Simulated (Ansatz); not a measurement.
# ZnS: response to strain

Aim: deform ZnS (equal xy, yz and zx engineering shear strains of +2 %) and compute stress, forces and field gradients with LAPW, PAW and all-electron datasets made for the crystal.

Computed with Ansatz 0.2.0 (DFT PBEsol, scalar-relativistic, unless a step's input says otherwise).

### Step 1. Starting point

Symmetry: P6_3mc, No. 186, hexagonal system. The conventional cell has a = 3.811 Å, b = 3.811 Å, c = 6.234 Å, α = 90.00°, β = 90.00°, γ = 120.00°. Around Zn (site symmetry 3m) lie 4 S at 2.31 to 2.40 Å. S (site symmetry 3m) is surrounded by 4 Zn at 2.31 to 2.40 Å.

Structure file:

```cif
data_structure
_symmetry_space_group_name_H-M 'P 1'
_symmetry_Int_Tables_number 1
_cell_length_a 3.8110
_cell_length_b 3.8110
_cell_length_c 6.2340
_cell_angle_alpha 90.000
_cell_angle_beta 90.000
_cell_angle_gamma 120.000
_cell_volume 78.41
loop_
_atom_site_label
_atom_site_type_symbol
_atom_site_fract_x
_atom_site_fract_y
_atom_site_fract_z
_atom_site_occupancy
Zn1 Zn 0.33333 0.66667 0.00000 1
Zn2 Zn 0.66667 0.33333 0.50000 1
S1 S 0.33333 0.66667 0.38500 1
S2 S 0.66667 0.33333 0.88500 1
```

Atoms are numbered in the order of the input: Zn1, Zn2, S3, S4.

### Step 2. After the deformation

Space group P6_3mc before, P1 after.

### Step 3. LAPW, all electrons

Input file input.yaml:

```yaml
crystal:
  lattice:
    - [3.8109987816, 0.0381099878, 0.0381099878]
    - [-1.8724951732, 3.2813667647, 0.0139492237]
    - [0.06234, 0.06234, 6.234]
  atoms:
    - { symbol: Zn, position: [0.3333333333, 0.6666666667, 0.0] }
    - { symbol: Zn, position: [0.6666666667, 0.3333333333, 0.5] }
    - { symbol: S, position: [0.3333333333, 0.6666666667, 0.385] }
    - { symbol: S, position: [0.6666666667, 0.3333333333, 0.885] }
kpoints:
  mp_grid: { grid: [8, 8, 5] }
  band_path:
    path:
      - [0.0, 0.0, 0.0]
      - [0.0, -0.5, 0.0]
      - [0.0, 0.0, 0.5]
      - [0.0, 0.0, 0.0]
      - [-0.5, 0.0, 0.0]
      - [-0.5, 0.5, -0.5]
      - [0.0, 0.0, 0.0]
      - [-0.5, 0.0, -0.5]
      - [-0.5, 0.5, 0.0]
    npoints: 5
scf:
  occupations: { method: fermi_dirac, width: 0.03 }
hamiltonian:
  xc: pbesol
  pseudopotentials: { kind: all_electron, lapw: { basis_error: 0.001 } }
output:
  forces: true
  stress: true
  eigenvalues: true
```

Command:

```sh
ansatz run input.yaml --threads 1 --pin off --max-ram 6144MiB --backend cpu --events-out ev --progress --plain --runs-dir out
```

### Step 4. PAW on the default files

Input file input.yaml:

```yaml
crystal:
  lattice:
    - [3.8109987816, 0.0381099878, 0.0381099878]
    - [-1.8724951732, 3.2813667647, 0.0139492237]
    - [0.06234, 0.06234, 6.234]
  atoms:
    - { symbol: Zn, position: [0.3333333333, 0.6666666667, 0.0] }
    - { symbol: Zn, position: [0.6666666667, 0.3333333333, 0.5] }
    - { symbol: S, position: [0.3333333333, 0.6666666667, 0.385] }
    - { symbol: S, position: [0.6666666667, 0.3333333333, 0.885] }
kpoints:
  mp_grid: { grid: [8, 8, 5] }
scf:
  occupations: { method: fermi_dirac, width: 0.03 }
hamiltonian:
  xc: pbesol
  pseudopotentials: { kind: paw }
output:
  forces: true
  stress: true
  eigenvalues: true
  efg: { contact_densities: true }
```

### Step 5. All-electron PAW on datasets made for the crystal

input.yaml, as its differences from that of step 4:

```diff
@@ -16,3 +16,3 @@
   xc: pbesol
-  pseudopotentials: { kind: paw }
+  pseudopotentials: { kind: all_electron, datasets: crystal }
 output:
```

(Steps that only read results are left out.)

What does the calculation give? Wanted: pressure; largest shear or deviatoric stress.

**Answer**, as computed:

| quantity | value |
| --- | --- |
| pressure | LAPW -1.22, PAW -1.23, crystal datasets -1.23 GPa |
| largest shear or deviatoric stress (LAPW) | 1.24 GPa |

In words: The largest part of the stress beyond the pressure is 1.24 GPa in size, in the zz component; the atoms are carried along and not relaxed. No run of the undeformed cell stands beside it, so the pressure holds what the given cell had before the change. PAW: stress within 0.01 GPa of LAPW, forces within 1 meV/Å. Crystal datasets: stress within 0.01 GPa of LAPW, forces within 1 meV/Å.
